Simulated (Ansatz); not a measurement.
Working through a comparison of functionals at one structure of SnO₂, space group P4_2/mnm

Computed with the Python package of Ansatz (0.2.0).

At the Python prompt:
```pycon
>>> from dataclasses import dataclass
>>> import ansatz as az
>>> from tabulate import tabulate
>>> @dataclass(frozen=True)
... class Settings:
...     kgrid: tuple[int, ...] = (4, 4, 6)
...
>>> cfg = Settings()
>>> cell = (
...     az.Lattice.of((4.738, 0.0, 0.0), (0.0, 4.738, 0.0), (0.0, 0.0, 3.1865))
...     .atom("Sn", (0.0, 0.0, 0.0))
...     .atom("Sn", (0.5, 0.5, 0.5))
...     .atom("O", (0.3071, 0.3071, 0.0))
...     .atom("O", (0.1929, 0.8071, 0.5))
...     .atom("O", (0.6929, 0.6929, 0.0))
...     .atom("O", (0.8071, 0.1929, 0.5))
... )
>>> job = (
...     cell.calculation()
...     .kpoints(*cfg.kgrid, center="gamma")
...     .occupations(az.OccupationsMethod.FIXED)
...     .stress()
...     .band_table()
... )
>>> rows = []
>>> for value in ["r2scan", "pbesol", "rpbe", "lda"]:
...     rep = job.functional(value).run(threads=1).report
...     rows.append((value, rep["free_energy_ev"] / len(rep["lattice"]["sites"]), rep["n_iterations"], sum(rep["stress_gpa"][i][i] for i in range(3)) / 3, rep["gap_by_band_count_ev"], rep["n_kpoints"]))
...
DeckWarning: basis.ecutwfc = 500 eV, auto-derived from the records' recommended cutoffs: set by Sn (their level for a meta-GGA)
DeckWarning: basis.ecutwfc = 420 eV, auto-derived from the records' recommended cutoffs: set by Sn (normal level)
>>> print(tabulate(rows, headers=["functional", "F/atom (eV)", "iterations", "P (GPa)", "gap by band count (eV)", "k-points"], floatfmt=".4f", tablefmt="github"))
| functional   |   F/atom (eV) |   iterations |   P (GPa) |   gap by band count (eV) |   k-points |
|--------------|---------------|--------------|-----------|--------------------------|------------|
| r2scan       |    -2392.0689 |            7 |    3.3265 |                   1.9582 |         24 |
| pbesol       |    -2357.1737 |            6 |    4.6812 |                   1.1812 |         24 |
| rpbe         |    -2390.2884 |            6 |   15.3452 |                   1.3730 |         24 |
| lda          |    -2330.0596 |            6 |   -0.7554 |                   1.1337 |         24 |
```

From lowest to highest: LDA (-0.8 GPa), r2SCAN (3.3 GPa), PBEsol (4.7 GPa) and RPBE (15.3 GPa). At a fixed cell a lower pressure usually means a smaller equilibrium volume, so LDA prefers the smallest cell and RPBE the largest. Gaps by band count in the reports: r2SCAN 1.96 eV, PBEsol 1.18 eV, RPBE 1.37 eV and LDA 1.13 eV (Kohn-Sham values on this mesh, as a rule under measured gaps).

Notes:
- Semilocal gaps usually lie well under measured ones.
- Pressure is positive in compression.
- The starting cell is as deposited in a crystallographic database; the results hold for this polymorph, which needn't be the stable one.
- Gaps and levels are Kohn-Sham values on a finite set of k-points, without spin-orbit coupling.
- Warnings are shown shortened and without file and line.
- Total energies of different functionals can't be compared; pressures, moments and gaps at this one structure can.
- The whole script took 17 s on 1 thread of Arm Neoverse V2, with other jobs on the host, peak memory 0.55 GiB.
